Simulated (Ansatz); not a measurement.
Relaxed bulk TaSi2, space group P6_422 (No. 181):

```cif
data_structure
_symmetry_space_group_name_H-M 'P6_422'
_symmetry_Int_Tables_number 181
_cell_length_a 4.8056
_cell_length_b 4.8056
_cell_length_c 6.5972
_cell_angle_alpha 90.000
_cell_angle_beta 90.000
_cell_angle_gamma 120.000
_cell_volume 131.94
loop_
_atom_site_label
_atom_site_type_symbol
_atom_site_symmetry_multiplicity
_atom_site_Wyckoff_symbol
_atom_site_fract_x
_atom_site_fract_y
_atom_site_fract_z
_atom_site_occupancy
Ta1 Ta 3 c 0.50000 0.00000 0.00000 1
Si1 Si 6 i 0.15891 0.31783 0.00000 1
```

Level of theory: DFT PBE, scalar-relativistic, plane waves, PAW (Ansatz 0.2.0). Cutoff 420 eV, k spacing 0.19 to 0.25 Å⁻¹, dipole correction; no spin polarisation.

Slabs with different planes and terminations (top/bottom plane) are cut from it in 1×1 cells and relaxed. Each holds whole formula units counted by Ta and an excess Δn of Si (negative: a deficit); ΔE is its energy over those formula units in the bulk and the excess in the standard state of Si. The formation energy of TaSi2 is -1.434 eV a formula unit (uncorrected), so Δμ(Si) runs from -0.717 eV to 0 if no other compound intervenes.

```csv
slab,A (Å²),Δn(Si),ΔE (eV)
"(100) Ta/Ta, Ta7Si12",31.70,-2.00,10.588
"(100) Si/Ta, Ta9Si18",31.70,0,8.969
"(001) TaSi2/TaSi2, Ta7Si14",20.00,0,5.799
"(001) TaSi2/TaSi2, Ta5Si10",20.00,0,5.862
"(100) Si/Si, Ta9Si18",31.70,0,9.519
"(001) TaSi2/TaSi2, Ta6Si12",20.00,0,5.817
```

(1) Work out each slab's surface energy at the Si-rich and Si-poor ends.

(2) Does the lowest surface change with the conditions?

Only the planes named were cut, so another facet can lie lower still. Reconstructions in larger cells weren't sought.

## Answers

(1) γ = [ΔE − Δn·Δμ(Si)]/(2A) × 16.02 J/m² per eV/Å², the mean of both faces:

| slab | Si-rich (J/m²) | Si-poor (J/m²) |
| --- | --- | --- |
| (100) Ta/Ta, Ta7Si12 | 2.68 | 2.31 |
| (100) Si/Ta, Ta9Si18 | 2.27 | 2.27 |
| (001) TaSi2/TaSi2, Ta7Si14 | 2.32 | 2.32 |
| (001) TaSi2/TaSi2, Ta5Si10 | 2.35 | 2.35 |
| (100) Si/Si, Ta9Si18 | 2.41 | 2.41 |
| (001) TaSi2/TaSi2, Ta6Si12 | 2.33 | 2.33 |

(2) No: among these slabs (100) Si/Ta, Ta9Si18 is lowest at both ends, and since each γ is a straight line in Δμ, throughout the range.